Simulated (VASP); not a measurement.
These are PBEsol GGA, VASP's PBE PAW potentials (set 64) (plane waves; VASP) values and carry that method's errors.

A VASP calculation is set up with these files.

### INCAR
```
# general
SYSTEM  = CsCl
PREC    = Accurate
ENCUT   = 480
LREAL   = .False.
LASPH   = .True.

# electronic loop
EDIFF   = 1E-7
NELM    = 100
ALGO    = Normal
LMAXMIX = 4

# smearing
ISMEAR  = 0
SIGMA   = 0.05

# functional
GGA     = PS

# ions
IBRION  = 2
NSW     = 40
ISIF    = 3
EDIFFG  = -0.01
PSTRESS = 300

# output
LWAVE   = .False.
LCHARG  = .False.
```

**KPOINTS**
```
Regular mesh
0
gamma
6 6 6
```

**POSCAR**
```
CsCl
1.0
  4.0730141028   0.0000000000   0.0000000000
  0.0000000000   4.0730141028   0.0000000000
  0.0000000000   0.0000000000   4.0730141028
Cs Cl
1 1
Cartesian
  0.0000000000   0.0000000000   0.0000000000
  2.0365070514   2.0365070514   2.0365070514
```

POTCAR, in this order: Cs_sv Cl (PBE.64 set). Program: vasp_std.

The resulting files:

### OUTCAR
```
 ion  position               nearest neighbor table
   1  0.000  0.000  0.000-
   2  0.500  0.500  0.500-
  LATTYP: Found a simple cubic cell.
 ALAT       =     4.0730141028
 Subroutine PRICEL returns:
 Original cell was already a primitive cell.
 Subroutine GETGRP returns: Found 48 space group operations
The static configuration has the point symmetry O_h .
The dynamic configuration has the point symmetry O_h .
 Subroutine INISYM returns: Found 48 space group operations
 Subroutine IBZKPT returns following result:
 Found     20 irreducible k-points:

 Following reciprocal coordinates:
            Coordinates               Weight
  0.000000  0.000000  0.000000      1.000000
  0.166667  0.000000  0.000000      6.000000
  0.333333  0.000000  0.000000      6.000000
  0.500000  0.000000  0.000000      3.000000
  0.166667  0.166667  0.000000     12.000000
  0.333333  0.166667  0.000000     24.000000
  0.500000  0.166667  0.000000     12.000000
  0.333333  0.333333  0.000000     12.000000
  0.500000  0.333333  0.000000     12.000000
  0.500000  0.500000  0.000000      3.000000
  0.166667  0.166667  0.166667      8.000000
  0.333333  0.166667  0.166667     24.000000
  0.500000  0.166667  0.166667     12.000000
  0.333333  0.333333  0.166667     24.000000
  0.500000  0.333333  0.166667     24.000000
  0.500000  0.500000  0.166667      6.000000
  0.333333  0.333333  0.333333      8.000000
  0.500000  0.333333  0.333333     12.000000
  0.500000  0.500000  0.333333      6.000000
  0.500000  0.500000  0.500000      1.000000
   k-points           NKPTS =     20   k-points in BZ     NKDIM =     20   number of bands    NBANDS=     12
   number of dos      NEDOS =    301   number of ions     NIONS =      2
   total plane-waves  NPLWV =  27000
   dimension x,y,z NGX =    30 NGY =   30 NGZ =   30
   dimension x,y,z NGXF=    60 NGYF=   60 NGZF=   60
   ions per type =               1   1
   PREC   = accura    normal or accurate (medium, high low for compatibility)
   ISTART =      0    job   : 0-new  1-cont  2-samecut
   ICHARG =      2    charge: 1-file 2-atom 10-const
   ISPIN  =      1    spin polarized calculation?
   LNONCOLLINEAR =      F non collinear calculations
   LSORBIT =      F    spin-orbit coupling
   INIWAV =      1    electr: 0-lowe 1-rand  2-diag
   ENCUT  =  480.0 eV  35.28 Ry    5.94 a.u.   7.28  7.28  7.28*2*pi/ulx,y,z
   NELM   =    100;   NELMIN=  2; NELMDL= -5     # of ELM steps
   EDIFF  = 0.1E-06   stopping-criterion for ELM
   LREAL  =      F    real-space projection
   NLSPLINE    = F    spline interpolate recip. space projectors
   LMAXMIX     =    4 max onsite mixed and CHGCAR
   VOSKOWN=      0    Vosko Wilk Nusair interpolation
   EDIFFG = -.1E-01   stopping-criterion for IOM
   NSW    =     40    number of steps for IOM
   NBLOCK =      1;   KBLOCK =     40    inner block; outer block
   IBRION =      2    ionic relax: 0-MD 1-quasi-New 2-CG
   NFREE  =      1    steps in history (QN), initial steepest desc. (CG)
   ISIF   =      3    stress and relaxation
   ISYM   =      2    0-nonsym 1-usesym 2-fastsym
   TEIN   =    0.0    initial temperature
   TEBEG  =    0.0;   TEEND  =   0.0 temperature during run
   SMASS  =  -3.00    Nose mass-parameter (am)
   PSTRESS=  300.0 pullay stress
   NELECT =      16.0000    total number of electrons
   EFERMI =   0.00;   METHOD = LEGACY
   ISMEAR =     0;   SIGMA  =   0.05  broadening in eV -4-tet -1-fermi 0-gaus
   IALGO  =     38    algorithm
   LDIAG  =      T    sub-space diagonalisation (order eigenvalues)
   IMIX   =      4    mixing-type and parameters
     AMIX     =   0.40;   BMIX     =  1.00
     AMIX_MAG =   1.60;   BMIX_MAG =  1.00
...
```

OSZICAR:
```
...
DAV:   7    -0.543541259640E+01    0.51428E-06   -0.15854E-07   416   0.333E-03    0.147E-03
DAV:   8    -0.543541261511E+01   -0.18713E-07   -0.20434E-08   240   0.129E-03
   6 F= 0.25231797E+01 E0= 0.25231797E+01  d E =-.328366E+01
       N       E                     dE             d eps       ncg     rms          rms(c)
DAV:   1    -0.543158385691E+01    0.38287E-02   -0.42179E-04   496   0.150E-01    0.252E-02
DAV:   2    -0.543156693217E+01    0.16925E-04   -0.23902E-05   484   0.346E-02    0.978E-03
DAV:   3    -0.543156304410E+01    0.38881E-05   -0.10997E-05   492   0.223E-02    0.531E-03
DAV:   4    -0.543156340682E+01   -0.36273E-06   -0.43266E-07   500   0.528E-03    0.153E-03
DAV:   5    -0.543156351502E+01   -0.10819E-06   -0.60823E-08   240   0.192E-03    0.600E-04
DAV:   6    -0.543156356195E+01   -0.46939E-07   -0.61842E-09   240   0.698E-04
   7 F= 0.25230264E+01 E0= 0.25230264E+01  d E =-.153296E-03
       N       E                     dE             d eps       ncg     rms          rms(c)
DAV:   1    -0.542015386718E+01    0.11410E-01   -0.38141E-03   496   0.451E-01    0.759E-02
DAV:   2    -0.542000449023E+01    0.14938E-03   -0.21525E-04   484   0.104E-01    0.294E-02
DAV:   3    -0.541996883710E+01    0.35653E-04   -0.99204E-05   492   0.670E-02    0.159E-02
DAV:   4    -0.541996932779E+01   -0.49069E-06   -0.38927E-06   512   0.158E-02    0.459E-03
DAV:   5    -0.541996964521E+01   -0.31742E-06   -0.58189E-07   488   0.577E-03    0.195E-03
DAV:   6    -0.541996977843E+01   -0.13322E-06   -0.31336E-08   240   0.135E-03    0.760E-04
DAV:   7    -0.541996986291E+01   -0.84488E-07   -0.49670E-09   240   0.671E-04
   8 F= 0.25226211E+01 E0= 0.25226211E+01  d E =-.558595E-03
       N       E                     dE             d eps       ncg     rms          rms(c)
DAV:   1    -0.541976834097E+01    0.20144E-03   -0.11702E-06   492   0.791E-03    0.132E-03
DAV:   2    -0.541976826894E+01    0.72032E-07   -0.61628E-08   240   0.179E-03
   9 F= 0.25226148E+01 E0= 0.25226148E+01  d E =-.626173E-05
       N       E                     dE             d eps       ncg     rms          rms(c)
DAV:   1    -0.541916394210E+01    0.60440E-03   -0.91898E-06   500   0.222E-02    0.384E-03
DAV:   2    -0.541916346864E+01    0.47346E-06   -0.57000E-07   484   0.532E-03    0.155E-03
DAV:   3    -0.541916339597E+01    0.72668E-07   -0.27352E-07   364   0.354E-03
  10 F= 0.25225962E+01 E0= 0.25225962E+01  d E =-.249341E-04
       N       E                     dE             d eps       ncg     rms          rms(c)
DAV:   1    -0.541795526832E+01    0.12082E-02   -0.40796E-05   492   0.466E-02    0.785E-03
DAV:   2    -0.541795349480E+01    0.17735E-05   -0.23386E-06   484   0.108E-02    0.307E-03
DAV:   3    -0.541795314180E+01    0.35299E-06   -0.10898E-06   508   0.702E-03    0.172E-03
DAV:   4    -0.541795328059E+01   -0.13878E-06   -0.39176E-08   244   0.167E-03    0.536E-04
DAV:   5    -0.541795332320E+01   -0.42619E-07   -0.10852E-08   248   0.849E-04
  11 F= 0.25225593E+01 E0= 0.25225593E+01  d E =-.618542E-04
       N       E                     dE             d eps       ncg     rms          rms(c)
DAV:   1    -0.541553855388E+01    0.24147E-02   -0.16433E-04   504   0.937E-02    0.157E-02
DAV:   2    -0.541553185720E+01    0.66967E-05   -0.92481E-06   488   0.216E-02    0.610E-03
DAV:   3    -0.541553037122E+01    0.14860E-05   -0.42735E-06   500   0.139E-02    0.333E-03
DAV:   4    -0.541553062214E+01   -0.25092E-06   -0.15568E-07   340   0.330E-03    0.101E-03
DAV:   5    -0.541553070203E+01   -0.79892E-07   -0.37745E-08   240   0.157E-03
  12 F= 0.25224883E+01 E0= 0.25224883E+01  d E =-.132827E-03
       N       E                     dE             d eps       ncg     rms          rms(c)
DAV:   1    -0.541070799915E+01    0.48226E-02   -0.65757E-04   496   0.188E-01    0.314E-02
DAV:   2    -0.541068184834E+01    0.26151E-04   -0.36989E-05   484   0.431E-02    0.122E-02
DAV:   3    -0.541067576890E+01    0.60794E-05   -0.17110E-05   492   0.279E-02    0.665E-03
DAV:   4    -0.541067619666E+01   -0.42776E-06   -0.67158E-07   508   0.660E-03    0.192E-03
DAV:   5    -0.541067633164E+01   -0.13499E-06   -0.95967E-08   240   0.242E-03    0.753E-04
DAV:   6    -0.541067638913E+01   -0.57491E-07   -0.96418E-09   240   0.873E-04
  13 F= 0.25223570E+01 E0= 0.25223570E+01  d E =-.264136E-03
       N       E                     dE             d eps       ncg     rms          rms(c)
DAV:   1    -0.540105848693E+01    0.96178E-02   -0.26315E-03   496   0.375E-01    0.632E-02
DAV:   2    -0.540095490618E+01    0.10358E-03   -0.14822E-04   484   0.864E-02    0.245E-02
DAV:   3    -0.540093023438E+01    0.24672E-04   -0.68617E-05   492   0.558E-02    0.132E-02
DAV:   4    -0.540093077492E+01   -0.54055E-06   -0.26803E-06   508   0.132E-02    0.381E-03
DAV:   5    -0.540093103913E+01   -0.26420E-06   -0.40545E-07   456   0.482E-03    0.162E-03
DAV:   6    -0.540093114745E+01   -0.10832E-06   -0.21547E-08   240   0.112E-03    0.649E-04
DAV:   7    -0.540093121898E+01   -0.71527E-07   -0.33757E-09   240   0.556E-04
  14 F= 0.25221372E+01 E0= 0.25221372E+01  d E =-.483946E-03
       N       E                     dE             d eps       ncg     rms          rms(c)
DAV:   1    -0.538180428779E+01    0.19127E-01   -0.10539E-02   496   0.752E-01    0.127E-01
DAV:   2    -0.538139245436E+01    0.41183E-03   -0.59250E-04   484   0.173E-01    0.491E-02
DAV:   3    -0.538129314256E+01    0.99312E-04   -0.27481E-04   492   0.112E-01    0.265E-02
DAV:   4    -0.538129300255E+01    0.14000E-06   -0.10728E-05   508   0.264E-02    0.762E-03
DAV:   5    -0.538129351098E+01   -0.50843E-06   -0.16261E-06   528   0.967E-03    0.325E-03
DAV:   6    -0.538129372548E+01   -0.21450E-06   -0.87148E-08   252   0.225E-03    0.129E-03
DAV:   7    -0.538129386976E+01   -0.14427E-06   -0.13646E-08   240   0.112E-03    0.280E-04
DAV:   8    -0.538129385588E+01    0.13874E-07   -0.25367E-09   240   0.461E-04
  15 F= 0.25218696E+01 E0= 0.25218696E+01  d E =-.751501E-03
       N       E                     dE             d eps       ncg     rms          rms(c)
DAV:   1    -0.534347144977E+01    0.37822E-01   -0.42235E-02   496   0.151E+00    0.254E-01
DAV:   2    -0.534182896935E+01    0.16425E-02   -0.23643E-03   484   0.346E-01    0.986E-02
DAV:   3    -0.534142950047E+01    0.39947E-03   -0.11021E-03   492   0.224E-01    0.530E-02
DAV:   4    -0.534142437875E+01    0.51217E-05   -0.42855E-05   508   0.529E-02    0.152E-02
DAV:   5    -0.534142531598E+01   -0.93723E-06   -0.65263E-06   528   0.194E-02    0.649E-03
DAV:   6    -0.534142573954E+01   -0.42356E-06   -0.37925E-07   504   0.455E-03    0.259E-03
DAV:   7    -0.534142601785E+01   -0.27831E-06   -0.37694E-08   240   0.171E-03    0.631E-04
DAV:   8    -0.534142599321E+01    0.24637E-07   -0.80946E-09   240   0.802E-04
  16 F= 0.25220277E+01 E0= 0.25220277E+01  d E =-.593405E-03
       N       E                     dE             d eps       ncg     rms          rms(c)
DAV:   1    -0.536932744951E+01   -0.27901E-01   -0.19150E-02   496   0.101E+00    0.170E-01
DAV:   2    -0.536858659853E+01    0.74085E-03   -0.10789E-03   484   0.233E-01    0.664E-02
DAV:   3    -0.536840414053E+01    0.18246E-03   -0.50031E-04   492   0.151E-01    0.360E-02
DAV:   4    -0.536839657767E+01    0.75629E-05   -0.19432E-05   508   0.356E-02    0.104E-02
DAV:   5    -0.536839576084E+01    0.81683E-06   -0.29599E-06   528   0.130E-02    0.439E-03
DAV:   6    -0.536839545909E+01    0.30175E-06   -0.15317E-07   316   0.299E-03    0.181E-03
DAV:   7    -0.536839526903E+01    0.19006E-06   -0.24522E-08   240   0.150E-03    0.391E-04
DAV:   8    -0.536839528511E+01   -0.16079E-07   -0.46708E-09   240   0.630E-04
  17 F= 0.25218192E+01 E0= 0.25218192E+01  d E =-.801858E-03
```

File OUTCAR:
```
------------------------ aborting loop because EDIFF is reached ----------------------------------------
  FORCE on cell =-STRESS in cart. coord.  units (eV):
  Direction    XX          YY          ZZ          XY          YZ          ZX
  --------------------------------------------------------------------------------------
  Total        7.8897023      7.8897023      7.8897023     -0.0000000      0.0000000     -0.0000000
  in kB      299.9805233    299.9805233    299.9805233     -0.0000000      0.0000000     -0.0000000
  external PRESSURE =      -0.0194767 kB  Pullay stress =     300.0000000 kB
  volume of cell :       42.14
      direct lattice vectors                 reciprocal lattice vectors
     3.479840832  0.000000000 -0.000000000     0.287369465  0.000000000  0.000000000
    -0.000000000  3.479840832  0.000000000    -0.000000000  0.287369465 -0.000000000
    -0.000000000  0.000000000  3.479840832     0.000000000 -0.000000000  0.287369465
 POSITION                                       TOTAL-FORCE (eV/Angst)
 -----------------------------------------------------------------------------------
      0.00000      0.00000     -0.00000         0.000000     -0.000000      0.000000
      1.73992      1.73992      1.73992        -0.000000      0.000000      0.000000
 -----------------------------------------------------------------------------------
    total drift:                                0.000000      0.000000     -0.000000
  FREE ENERGIE OF THE ION-ELECTRON SYSTEM (eV)
  ---------------------------------------------------
  free  energy   TOTEN  =        -5.3683952851 eV

  energy  without entropy=       -5.3683952851  energy(sigma->0) =       -5.36839529
  enthalpy is  TOTEN    =         2.5218192490 eV   P V=        7.8902145341

 reached required accuracy - stopping structural energy minimisation
```
(Selected blocks of OUTCAR.)

**CONTCAR**
```
CsCl
   1.00000000000000
     3.4798408324864027    0.0000000000000000   -0.0000000000000000
    -0.0000000000000000    3.4798408324864032    0.0000000000000000
    -0.0000000000000000    0.0000000000000000    3.4798408324864032
  Cs              Cl
     1     1
Direct
     0.0000000000000000    0.0000000000000000    0.0000000000000000
     0.5000000000000000    0.5000000000000000    0.5000000000000000
```

Energy and stress use the plane-wave basis of the starting cell.

The compound is CsCl in the CsCl type structure. This run relaxes it under an external pressure of 30 GPa. Symmetry was kept, so distortions that lower it aren't found.
